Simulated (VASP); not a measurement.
NaF (Villiaumite):

```
CELL_PARAMETERS angstrom
0.00000 2.32000 2.32000
2.32000 0.00000 2.32000
2.32000 2.32000 0.00000
ATOMIC_POSITIONS crystal
Na 0.00000 0.00000 0.00000
F 0.50000 0.50000 0.50000
```

```yaml
Program: VASP 6.6.1
Task: single point
Functional: PBE
Potentials_or_basis: VASP PAW PBE potentials, release 64 (Na_pv, F)
Cutoff: 520 eV
k_mesh: 10 × 10 × 10
Occupations: fermi-dirac, width 0.05 eV
Spin: no spin polarisation
```

On this cell: pressure 1.8 GPa; largest force zero by symmetry; band gap on the k mesh 6.28 eV, direct.

The same run follows on a disturbed copy (atoms moved at random, drawn with an rms of 0.05 Å):

```
Na F
1.0
     0.00000    2.32000    2.32000
     2.32000    0.00000    2.32000
     2.32000    2.32000    0.00000
Na F
1 1
Direct
  0.99536 0.00740 0.00911
  0.49935 0.50326 0.48739
```

Problem. What does the disturbed cell give?

Solution. The energy moves by +3.2 meV/atom; pressure 2.0 GPa; largest force 0.176 eV/Å; band gap on the k mesh 6.28 eV, direct.

Forces on the atoms (eV/Å):
```
Na  -0.146 -0.098 -0.001
F    0.146  0.098  0.001
```

Stress tensor (GPa, compression positive):
```
 2.20 -0.07  0.00
-0.07  1.97  0.00
 0.00  0.00  1.78
```

A k mesh can miss the band edges.
